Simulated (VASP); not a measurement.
Ru:

```xyz
2
Lattice="2.7058 0.0000 0.0000 -1.3529 2.3433 0.0000 0.0000 0.0000 4.2819" Properties=species:S:1:pos:R:3 pbc="T T T"
Ru    1.3529    0.7811    3.2114
Ru    0.0000    1.5622    1.0705
```

- Program: VASP 6.6.1
- Task: relaxation of cell and atoms
- Functional: LDA
- Potentials or basis: VASP PAW LDA potentials, release 64 (Ru_pv)
- Cutoff: 600 eV
- k mesh: 10 × 10 × 6
- Occupations: fermi-dirac, width 0.05 eV
- Spin: no spin polarisation

At the start: pressure -11.4 GPa; volume 13.57 Å³/atom.

Question: Where does the relaxation end?

Answer: Over 11 steps the energy falls by 17.6 meV/atom and the volume is 13.13 Å³/atom (-3.3 %); space group P6_3/mmc (No. 194, to 0.05 Å).

Step by step:
| step | energy change (eV) | largest force (eV/Å) | pressure (GPa) | volume (Å³) |
| --- | --- | --- | --- | --- |
| 1 | 0.0000 | 0.0000 | -11.41 | 27.15 |
| 2 | 0.3813 | 0.0000 | 53.16 | 23.52 |
| 3 | -0.0346 | 0.0000 | -0.42 | 26.29 |
| 4 | -0.0347 | 0.0000 | 0.15 | 26.25 |
| 5 | -0.0347 | 0.0000 | 0.38 | 26.23 |
| 6 | -0.0349 | 0.0000 | 0.04 | 26.26 |
| 7 | -0.0352 | 0.0000 | 0.22 | 26.25 |
| 8 | -0.0352 | 0.0000 | 0.18 | 26.25 |
| 9 | -0.0352 | 0.0000 | 0.18 | 26.25 |
| 10 | -0.0352 | 0.0000 | -0.49 | 26.30 |
| 11 | -0.0352 | 0.0000 | 0.01 | 26.26 |

Final structure:
```
CELL_PARAMETERS angstrom
2.68439 0.00000 0.00000
-1.34220 2.32475 0.00000
0.00000 0.00000 4.20869
ATOMIC_POSITIONS crystal
Ru 0.66667 0.33333 0.75000
Ru 0.33333 0.66667 0.25000
```
